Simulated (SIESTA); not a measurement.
**MgS (Niningerite) in SIESTA: the effect of functional**

The system is MgS (Niningerite).

```xyz
2
Lattice="0.0000 2.6016 2.6016 2.6016 0.0000 2.6016 2.6016 2.6016 0.0000" Properties=species:S:1:pos:R:3 pbc="T T T"
S     2.6016    2.6016    2.6016
Mg    0.0000    0.0000    0.0000
```

Alike in all runs:

- Program: SIESTA 5.4.2
- Task: band structure
- Basis: DZP (energy shift 0.003 Ry; two zetas on semicore shells)
- Grid cutoff: 800 Ry
- Energy shift: 0.003 Ry
- k mesh: 9 × 9 × 9
- Occupations: fermi-dirac, width 0.05 eV
- Spin: no spin polarisation

```tsv
functional	potentials or basis	gap on the mesh (eV)	pressure (GPa)
AM05	PseudoDojo 0.4 standard (PBEsol files)	2.81	1.6
BLYP	PseudoDojo 0.4 standard (PBE files)	?	?
vdW-DF-cx	PseudoDojo 0.4 standard (PBE files)	2.96	2.6
```

Q: What does the run with functional BLYP give?

A: gap on the mesh 2.88 eV; pressure 6.4 GPa.

Caveats: the potentials were made for another functional, which shifts forces and pressure; the mesh misses the band edges, which the band path finds closer together; the basis of atomic orbitals isn't converged, which shifts pressures, moduli and gaps.

Runs at the PBE level aren't shown here.
